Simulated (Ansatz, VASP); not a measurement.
One calculation of Pd, two programs

INCAR

```
  ALGO = Fast
  EDIFF = 1E-6
  ENCUT = 520
  GGA = PE
  ISIF = 2
  ISMEAR = 0
  LASPH = True
  LCHARG = False
  LREAL = False
  LWAVE = False
  NBANDS = 11
  NELM = 80
  PREC = Accurate
  SIGMA = 0.025
```

Contents of KPOINTS:

```
k-points
0
Gamma
  12 12 12
```

Contents of POSCAR:

```
Pd
1.0
    0.0000000000      1.9465000000      1.9465000000
    1.9465000000      0.0000000000      1.9465000000
    1.9465000000      1.9465000000      0.0000000000
Pd
1
Direct
    0.0000000000      0.0000000000      0.0000000000
```

input.yaml

```yaml
crystal:
  lattice:
    - [0.0, 1.9465, 1.9465]
    - [1.9465, 0.0, 1.9465]
    - [1.9465, 1.9465, 0.0]
  atoms:
    - { symbol: Pd, position: [0.0, 0.0, 0.0] }
kpoints:
  mp_grid: { grid: [12, 12, 12] }
scf:
  occupations: { method: gaussian, width: 0.025 }
hamiltonian:
  xc: pbe
  pseudopotentials: { kind: all_electron, lapw: { basis_error: 0.001 } }
output:
  forces: true
  stress: true
  eigenvalues: true
```

Alike in both runs: task single point; functional PBE; k mesh 12 × 12 × 12; occupations gaussian, width 0.025 eV; no spin polarisation.

|  | VASP | Ansatz |
| --- | --- | --- |
| version | VASP 6.6.1 | Ansatz 0.2.0 |
| potentials or method | VASP PAW PBE potentials, release 64 (Pd) | all-electron LAPW, scalar-relativistic |
| plane-wave cutoff (eV) | 520 | see its input |

Ansatz gave:

* gap on the k mesh at the Fermi level (eV): none
* pressure (GPa): 6.8

Which values does VASP return?

gap on the k mesh at the Fermi level (eV): none; pressure (GPa): 6.7.

A gap of «none» marks a metal or a gap that the smearing closes. Ansatz ran all-electron here, so the differences hold the error of VASP's frozen core and of both bases.
